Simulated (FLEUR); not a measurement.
**KI under changes of volume**

One of the cells (44.091 Å³/atom); the others are scaled copies at fixed shape and fractional positions:

```
I K
1.0
     0.00000    3.53277    3.53277
     3.53277    0.00000    3.53277
     3.53277    3.53277    0.00000
I K
1 1
Direct
  0.50000 0.50000 0.50000
  0.00000 0.00000 0.00000
```

| Quantity | Value |
| --- | --- |
| Program | FLEUR MaX-R8.1 (later development tree) |
| Functional | r2SCAN |
| Potentials or basis | all-electron |
| Basis | FLAPW |
| Kmax | 4.1 1/bohr |
| k mesh | 7 × 7 × 7 |
| Occupations | fermi-dirac, width 0.05 eV |
| Spin | no spin polarisation |

```csv
volume (Å³/atom),energy over the lowest point (meV/atom),gap on the mesh (eV)
41.445,8.34,4.66
42.327,?,?
44.091,0.03,4.40
45.854,0.00,4.29
46.736,8.35,4.15
```

Problem. What does the run at 42.327 Å³/atom give?

Solution. Energy over the lowest point 3.02 meV/atom; gap on the mesh 4.58 eV.

The energies don't lie on one smooth curve, so no fit is given. The run at 45.854 Å³/atom lies farthest off, from a change of basis, grid or state.

Energies are extrapolated to zero smearing.

Caveats: the meta-GGA is that of a development version, with a GGA for the radial functions and cores and without core tails; spin-orbit coupling is left out, which moves the levels of the heavy elements; an odd mesh through Γ misses points on the zone boundary, where band edges often lie (some runs).
